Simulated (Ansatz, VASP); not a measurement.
## One calculation of ZnSe, two programs

```
Zn Se
1.0
     2.78376    2.78376    0.00000
    -2.78376    2.78376    0.00000
     0.00000    2.78376    2.78376
Zn Se
1 1
Cartesian
  0.0000 0.0000 0.0000
  1.3919 4.1756 1.3919
```

Alike in both runs: task single point; functional LDA; k mesh 8 × 8 × 8; no spin polarisation.

|  | VASP | Ansatz |
| --- | --- | --- |
| version | VASP 6.6.1 | Ansatz 0.2.0 |
| potentials or method | VASP PAW LDA potentials, release 64 (Zn, Se), cutoff 520 eV | all-electron LAPW, scalar-relativistic |
| occupations | gaussian, width 0.01 eV | fixed |

VASP gave:

* gap on the k mesh at the Fermi level (eV): 1.29
* pressure (GPa): 0.4

Task: Estimate Ansatz's values.

Result: gap on the k mesh at the Fermi level (eV): 1.25; pressure (GPa): 0.0.

Ansatz ran all-electron here, so the differences hold the error of VASP's frozen core and of both bases.

A hybrid or GW would open this gap; LDA tends to underestimate it.
